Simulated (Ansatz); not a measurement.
# GaSb: how the settings move a single-point run

How sensitive is a single-point run of GaSb to its settings? A reference run comes first, then six runs with altered input. The cell is built on a prototype (h-MgO type) and needn't be the phase found in nature.

Method: reference: DFT, r2SCAN, plane waves, PAW, in Ansatz 0.2.0.

2 further runs of the same task are left out: 2 that didn't finish.

### Step 1. The structure to begin with

Symmetry: P6_3/mmc, No. 194, hexagonal system. Conventional cell: a = 4.689 Å, b = 4.689 Å, c = 5.915 Å, α = 90.00°, β = 90.00°, γ = 120.00°. Ga (site symmetry -6m2) has 5 Sb at 2.71 to 2.96 Å as nearest neighbours. Around Sb (site symmetry -6m2) lie 5 Ga at 2.71 to 2.96 Å.

Coordinates:

```cif
data_structure
_symmetry_space_group_name_H-M 'P6_3/mmc'
_symmetry_Int_Tables_number 194
_cell_length_a 4.6886
_cell_length_b 4.6886
_cell_length_c 5.9148
_cell_angle_alpha 90.000
_cell_angle_beta 90.000
_cell_angle_gamma 120.000
_cell_volume 112.61
loop_
_atom_site_label
_atom_site_type_symbol
_atom_site_symmetry_multiplicity
_atom_site_Wyckoff_symbol
_atom_site_fract_x
_atom_site_fract_y
_atom_site_fract_z
_atom_site_occupancy
Ga1 Ga 2 c 0.33333 0.66667 0.25000 1
Sb1 Sb 2 d 0.66667 0.33333 0.25000 1
```

### Step 2. Baseline

Input file input.yaml:

```yaml
crystal:
  lattice:
    - [4.6886257806, 0.0, 0.0]
    - [-2.3443128903, 4.0604690349, 0.0]
    - [0.0, 0.0, 5.9148461418]
  atoms:
    - { symbol: Ga, position: [0.3333333333, 0.6666666667, 0.25] }
    - { symbol: Ga, position: [0.6666666667, 0.3333333333, 0.75] }
    - { symbol: Sb, position: [0.6666666667, 0.3333333333, 0.25] }
    - { symbol: Sb, position: [0.3333333333, 0.6666666667, 0.75] }
kpoints:
  mp_grid: { grid: [6, 6, 4] }
hamiltonian:
  xc: r2scan
scf:
  occupations: { method: fermi_dirac, width: 0.02 }
  n_extra_bands: 5
output:
  forces: true
  stress: true
  eigenvalues: true
```

On the command line:

```sh
ansatz run input.yaml --threads 4 --pin off --max-ram 3686MiB --backend cpu --events-out ev --progress --plain --runs-dir out
```

### Step 3. Changing settings: occupations.method methfessel_paxton, occupations.width 0.05

Edit input.yaml of step 2 so:

```diff
@@ -15,3 +15,3 @@
 scf:
-  occupations: { method: fermi_dirac, width: 0.02 }
+  occupations: { method: methfessel_paxton, width: 0.05 }
   n_extra_bands: 5
```

### Step 4. Changed: ecutwfc 900

Edit input.yaml of step 2 so:

```diff
@@ -21 +21,3 @@
   eigenvalues: true
+basis:
+  ecutwfc: 900
```

### Step 5. Changing settings: pseudopotentials.kind nc

Edit input.yaml of step 2 so:

```diff
@@ -14,2 +14,3 @@
   xc: r2scan
+  pseudopotentials: { kind: nc }
 scf:
```

### Step 6. Variant: n_extra_bands 24

Edit input.yaml of step 2 so:

```diff
@@ -16,3 +16,3 @@
   occupations: { method: fermi_dirac, width: 0.02 }
-  n_extra_bands: 5
+  n_extra_bands: 24
 output:
```

### Step 7. Changing settings: mp_grid.grid [2, 2, 2]

Edit input.yaml of step 2 so:

```diff
@@ -11,3 +11,3 @@
 kpoints:
-  mp_grid: { grid: [6, 6, 4] }
+  mp_grid: { grid: [2, 2, 2] }
 hamiltonian:
```

### Step 8. A run with other settings

Edit input.yaml of step 2 so:

```diff
@@ -17,2 +17,4 @@
   n_extra_bands: 5
+  convergence: { dr2_threshold: 0.0001 }
+  max_iter: 52
 output:
```

(Steps that only read results are left out.)

**Question.** What will these runs give? Wanted: for each run, ending; energy change; pressure; gap; force.

The runs gave:

```
                                                            run     ending       energy change  pressure (GPa)  gap (eV)  force (eV/Å)  cycles   time
                                                      reference  converged                   0             0.0      0.00          0.00       6    4 s
1: occupations.method methfessel_paxton, occupations.width 0.05  converged  0.0 meV/atom (σ→0)             0.0      0.00          0.00       6  3.9 s
                                                 2: ecutwfc 900  converged       -1.1 meV/atom             0.0      0.00          0.00       6    8 s
                                    3: pseudopotentials.kind nc  converged      not comparable             0.0      0.00          0.00       7   15 s
                                            4: n_extra_bands 24  converged        0.0 meV/atom             0.0      0.00          0.00       6  5.2 s
                                      5: mp_grid.grid [2, 2, 2]  converged     +213.3 meV/atom             0.0      0.00          0.00       9  2.2 s
                                        6: dr2_threshold 0.0001  converged        0.0 meV/atom             0.0      0.00          0.00       6  3.9 s
```

Residual by cycle in the longest SCF loop of each run; runs are numbered as in the table. The quantity is the density residual dr2, in eV.

```
cycle  reference   run 1   run 2    run 3   run 4    run 5   run 6
    1     0.0235  0.0233  0.0224      0.5  0.0232   0.0995  0.0235
    2     0.0252  0.0248  0.0203   0.0183  0.0246    0.039  0.0252
    3     5.1e-4  5.0e-4  6.4e-4   6.6e-4  5.2e-4   0.0129  5.1e-4
    4     4.9e-5  5.0e-5  3.1e-5   1.4e-5  4.7e-5  0.00443  4.9e-5
    5     1.2e-6  1.7e-6  2.1e-6   8.4e-7  1.1e-6   7.9e-4  1.2e-6
    6     2.7e-8  2.6e-8  4.3e-8   1.4e-8  2.8e-8   1.3e-4  2.7e-8
    7          -       -       -  3.3e-10       -   2.6e-5       -
    8          -       -       -        -       -   5.3e-6       -
    9          -       -       -        -       -   8.7e-8       -
```

Semilocal functionals close small gaps, so the missing gap need not be the real solid's. Of the variants the dearest is «pseudopotentials.kind nc» (15 s), the cheapest «mp_grid.grid [2, 2, 2]» (2.2 s), on a shared host.
